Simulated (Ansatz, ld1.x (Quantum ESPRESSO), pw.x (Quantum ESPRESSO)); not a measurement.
**ruthenium: does the ultrasoft potential hold in the solid?**

* Element: Ru (Z = 44)
* Generator: ld1.x (Quantum ESPRESSO) 7.5
* Type: ultrasoft
* Functional: PBE
* Relativity: scalar-relativistic
* Frozen core: [Kr]
* Valence charge: 8
* Reference configuration: 4d7.5 5s0.5 5p0
* Partial waves: 5s (bound): rcut 2.35, rcutus 2.50 bohr; 5s channel at 0.85 Ry: rcut 2.35, rcutus 2.50 bohr; 5p (bound, empty): rcut 3.15, rcutus 4.30 bohr; 5p channel at 1 Ry: rcut 3.15, rcutus 4.30 bohr; 4d (bound): rcut 1.45, rcutus 1.60 bohr; 4d channel at 2.6 Ry: rcut 1.45, rcutus 1.60 bohr
* Local potential: all-electron potential smoothed inside 2.90 bohr (lloc = -1)
* Core correction: a·sin(br)/r model core inside 1.65 bohr
* Augmentation charge: built from norm-conserving waves at rcut, not smoothed further

Crystal test: fcc Ru in pw.x 7.5, no spin, 15³ k-points, Fermi–Dirac smearing 0.01 Ry, cutoffs 85/680 Ry. The reference is all-electron LAPW (Ansatz 0.2.0) with the same functional, mesh and smearing; V0 and B0 come from Birch–Murnaghan fits to the pressures at five volumes. Errors are pseudo minus all-electron; Δ is the rms difference of the E(V) curves that follow from these fits, minima aligned, over ±6 % about the mean V0. Mesh and smearing are coarse, so the numbers serve the comparison and aren't converged zero-temperature values; the lattice is a test structure that the element need not adopt.

| V (Å³/atom) | P all-electron (GPa) | P pseudo (GPa) |
| --- | --- | --- |
| 13.123 | 18.67 | 23.09 |
| 13.469 | 9.10 | 14.99 |
| 13.814 | 0.83 | 7.75 |
| 14.159 | -6.32 | 1.30 |
| 14.505 | -12.49 | -4.44 |

All-electron: a0 = 3.812 Å (V0 = 13.85 Å³/atom), B0 = 303.1 GPa.

Pseudopotential: mean pressure error (GPa): +6.58; a0 (Å): 3.847; a0 error (%): +0.91; B0 error (%): -19.3; Δ (meV/atom): 22.2. The largest radius (4.30 bohr) exceeds half the bond length (2.54 bohr), so the spheres overlap, which is one possible source of error among others. This is a poor potential for the solid.

At the middle volume, how do free energy and pressure move when the wave cutoff is lowered (ecutrho held at 680 Ry)?

| cutoff (Ry) | shift of F (meV/atom) | shift of P (GPa) |
| --- | --- | --- |
| 38 | +155.8 | -14.33 |
| 51 | +39.2 | -0.24 |
| 68 | +4.6 | -0.56 |

The run at the middle volume (120 k-points, 8 iterations) took about 17 s on one core of a shared host (Neoverse-V2, 96 threads, 742 GiB, load 51).
